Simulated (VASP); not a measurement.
Wanted: the native input for a VASP 6.6.1 run.

- Task: single point
- Functional: r2SCAN
- Potentials or basis: VASP PAW PBE potentials, release 64 (Li_sv, S)
- Cutoff: 520 eV
- k mesh: 8 × 8 × 8
- Occupations: fermi-dirac, width 0.1 eV
- Spin: no spin polarisation
- Dipole correction: no
- Further INCAR settings: ALGO = Normal; EDIFF = 1e-07; NBANDS = 13

The system is Li2S.

```
Li S
1.0
     0.00000    2.84982    2.84982
     2.84982    0.00000    2.84982
     2.84982    2.84982    0.00000
Li S
2 1
Direct
  0.25000 0.25000 0.25000
  0.75000 0.75000 0.75000
  0.00000 0.00000 0.00000
```

The input as run:

POSCAR

```
Li2S
1.0
    0.0000000000      2.8498200800      2.8498200800
    2.8498200800      0.0000000000      2.8498200800
    2.8498200800      2.8498200800      0.0000000000
Li S
2 1
Direct
    0.2500000000      0.2500000000      0.2500000000
    0.7500000000      0.7500000000      0.7500000000
    0.0000000000      0.0000000000      0.0000000000
```

INCAR.step1

```
ALGO = Normal
EDIFF = 1E-4
ENCUT = 520
GGA = PE
ISMEAR = -1
LASPH = T
LCHARG = F
LREAL = F
LWAVE = T
NBANDS = 13
NELM = 100
PREC = Accurate
SIGMA = 0.1
```

INCAR.step2

```
ALGO = Normal
EDIFF = 1E-7
ENCUT = 520
ISIF = 2
ISMEAR = -1
ISTART = 1
LASPH = T
LCHARG = T
LELF = T
LMIXTAU = T
LREAL = F
LVHAR = T
LWAVE = F
METAGGA = R2SCAN
NBANDS = 13
NELM = 100
PREC = Accurate
SIGMA = 0.1
```

KPOINTS

```
k-points
0
Gamma
  8 8 8
```

Potentials or basis: VASP PAW PBE potentials, release 64 (Li_sv, S).

Launch:

```sh
$ cat potpaw_PBE.64/Li_sv/POTCAR potpaw_PBE.64/S/POTCAR > POTCAR
$ cp INCAR.step1 INCAR
$ mpirun -np 1 vasp_std > vasp.out
$ cp INCAR.step2 INCAR
$ mpirun -np 1 vasp_std > vasp.out
```

Results of the run:

- Band gap on the k mesh: 3.86 eV, indirect (least direct gap 5.03 eV)

Wall time 75 s on 1 thread of Intel(R) Xeon(R) Platinum 8488C (Sapphire Rapids) (shared host), peak memory 0.17 GiB.
